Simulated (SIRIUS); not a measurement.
# Ni (Fm-3m) in SIRIUS: single point with PBEsol

Aim: the single point of Ni with PBEsol.

Everything below comes from runs of SIRIUS 7.12.0. Logs are shortened: lines on timing, memory, paths and dates and some standing lists are left out, and cuts for length are marked. The log counts tension as positive stress, the text compression.

**1. The undisturbed crystal**

It takes space group Fm-3m (No. 225, cubic). Conventional cell: a = 3.475 Å, b = 3.475 Å, c = 3.475 Å, α = 90.00°, β = 90.00°, γ = 90.00°. Around Ni (site symmetry m-3m) lie 12 Ni at 2.46 Å.

**2. Single point, PBEsol, collinear spin, ferromagnetic start (cell strained at random at fixed volume)**

Contents of sirius.json:

```json
{
  "control": {
    "processing_unit": "cpu",
    "verbosity": 2,
    "num_bands_to_print": 16,
    "print_forces": true,
    "print_stress": true
  },
  "parameters": {
    "electronic_structure_method": "pseudopotential",
    "xc_functionals": ["XC_GGA_X_PBE_SOL", "XC_GGA_C_PBE_SOL"],
    "gk_cutoff": 9.9,
    "pw_cutoff": 19.8,
    "ngridk": [13, 13, 13],
    "shiftk": [0, 0, 0],
    "smearing": "fermi_dirac",
    "smearing_width": 0.0018374661,
    "num_bands": 16,
    "num_mag_dims": 1,
    "num_dft_iter": 100,
    "energy_tol": 1e-08,
    "density_tol": 1e-06
  },
  "iterative_solver": {
    "type": "davidson",
    "min_tolerance": 1e-10
  },
  "mixer": {
    "type": "anderson",
    "beta": 0.5,
    "max_history": 8
  },
  "settings": {
    "tol_ne": 1e-10,
    "pseudo_grid_cutoff": 6.5,
    "smooth_initial_mag": true
  },
  "unit_cell": {
    "lattice_vectors": [
      [0.031274967363, 3.320723122225, 3.341487432882],
      [3.248662195914, 0.030863007067, 3.341899393177],
      [3.239886307792, 3.312359194397, 0.03963889519]
    ],
    "atom_coordinate_units": "lattice",
    "atom_types": ["Ni"],
    "atom_files": {
      "Ni": "Ni.json"
    },
    "atoms": {
      "Ni": [
        [0.006509, 0.01144, -0.032895, 0.0, 0.0, 1.0]
      ]
    }
  }
}
```

Potentials or basis: PseudoDojo 0.4.1 PBEsol standard (scalar relativistic).

Command:

```sh
upf_to_json Ni.upf
OMP_NUM_THREADS=4 sirius.scf --input=sirius.json --output=out.json --task=0
```

The log of the run:

```text
[info] SIRIUS version : 7.12.0
[info] number of MPI ranks           : 1
[info] MPI grid                      : 1 1
[info] maximum number of OMP threads : 4
[fft] FFT context for density and potential
[fft] =====================================
[fft]   comm size                             : 1
[fft]   plane wave cutoff                     : 19.8
[fft]   grid size                             : 32 32 32   total : 32768
[fft]   grid limits                           : -15 16   -15 16   -15 16
[fft]   number of G-vectors within the cutoff : 4650
[fft]   local number of G-vectors             : 4650
[fft]   number of G-shells                    : 4650
[fft] FFT context for coarse grid
[fft] =====================================
[fft]   comm size                             : 1
[fft]   plane wave cutoff                     : 19.8
[fft]   grid size                             : 32 32 32   total : 32768
[fft]   grid limits                           : -15 16   -15 16   -15 16
[fft]   number of G-vectors within the cutoff : 4650
[fft]   local number of G-vectors             : 4650
[fft]   number of G-shells                    : 4650
[unit cell] lattice vectors
[unit cell]   a1 :       0.0312749674      3.3207231222      3.3414874329
[unit cell]   a2 :       3.2486621959      0.0308630071      3.3418993932
[unit cell]   a3 :       3.2398863078      3.3123591944      0.0396388952
[unit cell] reciprocal lattice vectors
[unit cell]   b1 :      -0.9822157731      0.9494040617      0.9460445735
[unit cell]   b2 :       0.9705222902     -0.9606030791      0.9455501080
[unit cell]   b3 :       0.9756530626      0.9540403686     -0.9572435909
[unit cell] unit cell volume :        70.80366882 [a.u.^3]
[unit cell] 1/sqrt(omega)    :         0.11884259
[unit cell] MT volume        :         0.00000000 ( 0.00%)
[unit cell] IT volume        :        70.80366882 (100.00%)
[unit cell] number of atom types : 1
[unit cell] type id : 0 symbol : Ni mt_radius :  13.550000 num_atoms : 1
[unit cell] total number of atoms : 1
[unit cell] number of symmetry classes : 1
[unit cell] number of PAW atoms : 0
[unit cell] atom id  type id  class id             position                      vector_field
[unit cell] ------------------------------------------------------------------------------------------
[unit cell]      0        0        0      0.00651   0.01144  -0.03290      0.00000   0.00000   1.00000
[unit cell] atom id         position (Cartesian, a.u.)
[unit cell] ---------------------------------------------
[unit cell]      0      -0.069208   -0.086992    0.058677
[unit cell] class id : 0 atom id : 0
[unit cell] minimum bond length:     4.601604
[unit cell] total number of pseudo wave-functions: 10
[sym] space group number   : 2
[sym] international symbol : P-1
[sym] Hall symbol          : -P 1
[sym] space group transformation matrix :
[sym]   0.0000 -1.0000  0.0000
[sym]  -1.0000 -1.0000 -0.0000
[sym]  -1.0000 -1.0000 -1.0000
[sym] space group origin shift :
[sym]   0.5114  0.5179  0.9851
[sym] number of space group operations  : 2
[sym] number of magnetic group operations : 2
[sym] metric tensor error: 0.0000e+00
[sym] rotation matrix error: 3.3307e-16
[sym] symmetry operations
[... list of symmetry operations ...]
[atom type] label          : Ni
[atom type] --------------------------------------------------------------------------------
[atom type] symbol         : Ni
[... 267 lines left out ...]
[diagonalize]            -3.065800   -1.609296   -1.609004   -1.608544    0.370467    0.637166    0.643196    0.645523    0.679595    0.685850    1.553719    1.650398    1.710116    1.724622    1.850270    1.875337
[diagonalize] ik:    2   -3.091942   -1.639208   -1.637794   -1.636918    0.397146    0.605682    0.619396    0.621174    0.655099    0.660501    1.432492    1.614930    1.677593    1.690474    1.881012    1.896174
[diagonalize]            -3.065555   -1.610836   -1.609276   -1.608726    0.396108    0.632313    0.647064    0.648886    0.679140    0.684193    1.435562    1.611838    1.680264    1.693025    1.880065    1.897059
[diagonalize] ik:    3   -3.091602   -1.641325   -1.638159   -1.637159    0.436242    0.601214    0.621678    0.623911    0.659053    0.661877    1.286573    1.593586    1.653875    1.663151    1.856647    1.882418
[diagonalize]            -3.065208   -1.613017   -1.609650   -1.608973    0.435846    0.625848    0.648303    0.650592    0.684517    0.686640    1.291636    1.590342    1.657314    1.666543    1.858126    1.883158
[diagonalize] ik:    4   -3.091242   -1.643565   -1.638545   -1.637413    0.479902    0.606547    0.619541    0.622206    0.668631    0.669126    1.147938    1.566173    1.638174    1.645311    1.793529    1.823765
[diagonalize]            -3.064840   -1.615323   -1.610045   -1.609234    0.482434    0.626366    0.644750    0.647447    0.695113    0.696333    1.155081    1.562643    1.641782    1.648839    1.795588    1.825524
[diagonalize] ...
[diagonalize] ik: 1094   -3.090424   -1.644964   -1.641078   -1.640022    0.542330    0.557499    0.635818    0.672110    0.685920    0.807692    1.125894    1.148832    1.242424    1.563033    1.759927    2.158339
[diagonalize]            -3.064005   -1.616767   -1.612732   -1.611832    0.556085    0.580160    0.657892    0.696687    0.716125    0.819528    1.131976    1.153985    1.244944    1.566506    1.763073    2.158420
[diagonalize] ik: 1095   -3.090511   -1.644818   -1.641038   -1.639520    0.551740    0.570584    0.610981    0.655774    0.684667    0.801199    1.054638    1.224820    1.288412    1.596994    1.898334    2.035227
[diagonalize]            -3.064093   -1.616562   -1.612776   -1.611285    0.566413    0.590771    0.632588    0.680176    0.714072    0.815622    1.061609    1.229573    1.291538    1.599315    1.900676    2.036163
[diagonalize] ik: 1096   -3.090599   -1.645408   -1.640276   -1.638979    0.546725    0.588424    0.607895    0.639868    0.683480    0.786330    0.990351    1.318130    1.356377    1.630572    1.892348    2.021914
[diagonalize]            -3.064184   -1.617131   -1.612071   -1.610687    0.562883    0.605429    0.629989    0.663864    0.712518    0.801168    1.000253    1.321288    1.359744    1.631644    1.893440    2.022257
[diagonalize] ik: 1097   -3.090668   -1.646167   -1.639370   -1.638552    0.533368    0.600495    0.626757    0.630451    0.682900    0.761262    0.949195    1.390523    1.463259    1.646854    1.813776    1.893555
[diagonalize]            -3.064254   -1.617902   -1.611193   -1.610204    0.549659    0.621061    0.645780    0.652443    0.711823    0.775540    0.962186    1.392409    1.465903    1.646832    1.816180    1.894652
[diagonalize] ik: 1098   -3.090703   -1.646638   -1.638755   -1.638399    0.524942    0.606079    0.622133    0.652982    0.684757    0.733608    0.930889    1.455907    1.572016    1.607443    1.777428    1.797051
[diagonalize]            -3.064289   -1.618384   -1.610574   -1.610036    0.541200    0.628869    0.645732    0.667138    0.713759    0.747608    0.945721    1.456041    1.572866    1.609221    1.779923    1.799277
[find] Charges and magnetic moments
[find] --------------------------------------------------------------------------------
[find] atom                moment                |moment|
[find] --------------------------------------------------------------------------------
[find]    0 [  0.00000,   0.00000,   0.65277]    0.652775
[find] total charge          : 18.000000
[find] total moment          : [  0.00000,   0.00000,   0.62943], magnitude : 0.629428
[... 6 lines left out ...]
[find] <rho|V^{H}>                    :      91.33365153
[find] one-electron contribution      :     -78.98962449 (Ha),    -157.97924897 (Ry)
[find] hartree contribution           :      45.66682577
[find] xc contribution                :     -21.23122409
[find] ewald contribution             :    -113.09679571
[find] PAW contribution               :       0.00000000
[find] smearing (-TS)                 :      -0.00047782
[find] SCF correction                 :       0.00000113
[find] Total energy                   :    -167.65081740 (Ha),    -335.30163480 (Ry)
[find] Free energy (E-TS)             :    -167.65129522 (Ha),    -335.30259044 (Ry)
[find] band gap (eV)                  :       0.00000000
[find] Efermi                         :       0.70826995
[find] iteration : 12, RMS (target) : 3.6878e-07 (1.0000e-06) , energy difference (target) : 1.4026e-10 (1.0000e-08)
[find] bands are converged : true
[find] iterative solver converged : false
[find] converged after 13 SCF iterations!
[find] Charges and magnetic moments
[find] --------------------------------------------------------------------------------
[find] atom                moment                |moment|
[find] --------------------------------------------------------------------------------
[find]    0 [  0.00000,   0.00000,   0.65277]    0.652775
[find] total charge          : 18.000000
[find] total moment          : [  0.00000,   0.00000,   0.62943], magnitude : 0.629428
[find] Energy
[find] --------------------------------------------------------------------------------
[find] valence_eval_sum               :      -9.73689580
[find] <rho|V^{XC}>                   :     -22.07008279
[find] <rho|E^{XC}>                   :     -21.23122409
[find] <mag|B^{XC}>                   :      -0.01084006
[find] <rho|V^{H}>                    :      91.33365153
[find] one-electron contribution      :     -78.98962449 (Ha),    -157.97924897 (Ry)
[find] hartree contribution           :      45.66682577
[find] xc contribution                :     -21.23122409
[find] ewald contribution             :    -113.09679571
[find] PAW contribution               :       0.00000000
[find] smearing (-TS)                 :      -0.00047782
[find] SCF correction                 :       0.00000113
[find] Total energy                   :    -167.65081740 (Ha),    -335.30163480 (Ry)
[find] Free energy (E-TS)             :    -167.65129522 (Ha),    -335.30259044 (Ry)
[find] band gap (eV)                  :       0.00000000
[find] Efermi                         :       0.70826995
[ground_state] === stress tensor components [kbar] ===
[ground_state] === stress_kin ===
[ground_state] -218511.547750  -27.067881  -48.151777
[ground_state]   -27.067881-218415.152157  -54.653417
[ground_state]   -48.151777  -54.653417-218388.341131
[ground_state] === stress_har ===
[ground_state] -63398.111700  450.532190  752.320296
[ground_state]   450.532190-63229.171714  669.898981
[ground_state]   752.320296  669.898981-63131.841599
[ground_state] === stress_ewald ===
[ground_state] 156367.545370  736.168491 1231.424245
[ground_state]   736.168491156702.315111 1094.424687
[ground_state]  1231.424245 1094.424687156880.670046
[ground_state] === stress_vloc ===
[ground_state] 14280.190235-1158.422801-1934.441692
[ground_state] -1158.42280113752.002893-1714.754627
[ground_state] -1934.441692-1714.75462713471.608364
[ground_state] === stress_xc ===
[ground_state]  3997.347650    0.294388    0.495250
[ground_state]     0.294388 3997.871755    0.419973
[ground_state]     0.495250    0.419973 3998.065870
[ground_state] === stress_core ===
[ground_state] 22039.498341    0.466961    0.821893
[ground_state]     0.46696122039.466922    0.830767
[ground_state]     0.821893    0.83076722039.488910
[ground_state] === stress_nonloc ===
[ground_state] 85228.620804    8.882153   16.038027
[ground_state]     8.88215385181.307306   19.328141
[ground_state]    16.038027   19.32814185167.827972
[ground_state] === stress_us_nl ===
[ground_state] 85228.620804    8.882153   16.038027
[ground_state]     8.88215385181.307306   19.328141
[ground_state]    16.038027   19.32814185167.827972
[ground_state] === stress_total ===
[ground_state]     3.542950   10.853502   18.506241
[ground_state]    10.853502   28.640116   15.494504
[ground_state]    18.506241   15.494504   37.478432
[ground_state] ==== total Forces in Ha/bohr =====
[ground_state] atom:    0, force:       0.0000000      0.0000000      0.0000000
[... 8 lines left out ...]
[ground_state] ==== Ewald forces from ions =====
[ground_state] atom:    0, force:       0.0000000      0.0000000      0.0000000
[~DFT_ground_state] local op. applied: 954412
[~DFT_ground_state] evp. work count: 245646
[~DFT_ground_state] number of iterative solver steps: 46559
```

Wall time 2.9 min (4 threads of Intel Xeon 6975P-C (Granite Rapids), shared host); peak memory 2.3 GiB.

What came out:

```
Free energy            : -4562.0241 eV
Pressure               : -2.3 GPa
Band gap on the k mesh : none (metal or under the smearing width)
Net moment             : 0.63 μB per cell
Absolute moment        : 0.71 μB per cell
```

Stress tensor (GPa, compression positive):
```
-0.35 -1.09 -1.85
-1.09 -2.86 -1.55
-1.85 -1.55 -3.75
```
